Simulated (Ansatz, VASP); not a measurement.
# Ti: VASP beside Ansatz

```
Ti
1.0
    -1.64100    1.64100    1.64100
     1.64100   -1.64100    1.64100
     1.64100    1.64100   -1.64100
Ti
1
Direct
  0.00000 0.00000 0.00000
```

This isn't the form of Ti at room conditions, which is hcp.

Alike in both runs: task single point; functional LDA; k mesh 11 × 11 × 11; occupations gaussian, width 0.05 eV; no spin polarisation.

|  | VASP | Ansatz |
| --- | --- | --- |
| version | VASP 6.6.1 | Ansatz 0.2.0 |
| potentials or method | VASP PAW LDA potentials, release 64 (Ti_sv_GW) | Ansatz PAW |
| plane-wave cutoff (eV) | 550 | 420 |
| valence electrons in the cell | 12 | 12 |

|  | VASP | Ansatz | Ansatz less VASP |
| --- | --- | --- | --- |
| gap on the k mesh at the Fermi level (eV) | none | none | - |
| pressure (GPa) | -12.4 | -11.2 | +1.21 |

A gap of «none» marks a metal or a gap that the smearing closes.

Caveats: the PAW data sets come from PBE, with cores solved anew for the run's functional, which leaves a small shift of forces and pressure (Ansatz).
